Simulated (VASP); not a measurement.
**Si2Mo under changes of volume**

One of the cells (13.579 Å³/atom); the others are scaled copies at fixed shape and fractional positions:

```
Mo Si
1.0
     4.61584    0.00000    0.00000
    -2.30792    3.99743    0.00000
     0.00000    0.00000    6.62334
Mo Si
3 6
Direct
  0.50000 0.50000 0.83333
  0.00000 0.50000 0.16667
  0.50000 0.00000 0.50000
  0.16387 0.32775 0.50000
  0.67225 0.83613 0.16667
  0.83613 0.16387 0.83333
  0.83613 0.67225 0.50000
  0.32775 0.16387 0.16667
  0.16387 0.83613 0.83333
```

Measurements of this composition are mostly on another form, of space group No. 139.

```yaml
Program: VASP 6.6.1
Functional: PBEsol
Potentials_or_basis: VASP PAW PBE potentials, release 64 (Mo_sv, Si)
Cutoff: 520 eV
k_mesh: 7 × 7 × 4
Occupations: fermi-dirac, width 0.05 eV
Spin: no spin polarisation
```

| volume (Å³/atom) | energy over the lowest point (meV/atom) | pressure (GPa) | gap on the mesh (eV) | largest force (eV/Å) |
| --- | --- | --- | --- | --- |
| 12.514 | ? | ? | ? | ? |
| 12.780 | 9.97 | 8.6 | 0.25 | 0.025 |
| 13.046 | 0.00 | 3.5 | 0.25 | 0.032 |
| 13.579 | 3.36 | -5.2 | 0.26 | 0.046 |
| 13.845 | 15.12 | -8.9 | 0.26 | 0.052 |
| 14.111 | 32.68 | -12.2 | 0.26 | 0.059 |

**Question.** What does the run at 12.514 Å³/atom give?

**Answer.** Energy over the lowest point 28.91 meV/atom; pressure 14.3 GPa; gap on the mesh 0.24 eV; largest force 0.017 eV/Å.

Worked out: A Birch-Murnaghan fit of order 3 (a polynomial in V^(-2/3)) to the other rows has its minimum at 13.25 Å³/atom with B0 = V·E''(V) = 222 GPa and B' = 4.4 at fixed shape and positions, which overstates the stiffness. It gives 28.90 meV/atom at 12.514 Å³/atom, against the run's 28.91, and -dE/dV = 14.3 GPa, against 14.3. A straight line through the other rows of the gap, of slope 0.123 eV per unit of ln V, extrapolates to 0.25 eV, against the run's 0.24.

Energies are extrapolated to zero smearing.

Caveats: the PAW data sets were made with another functional, which shifts forces and pressure a little; an odd mesh through Γ misses points on the zone boundary, where band edges often lie. Spin-orbit coupling on Mo is left out.
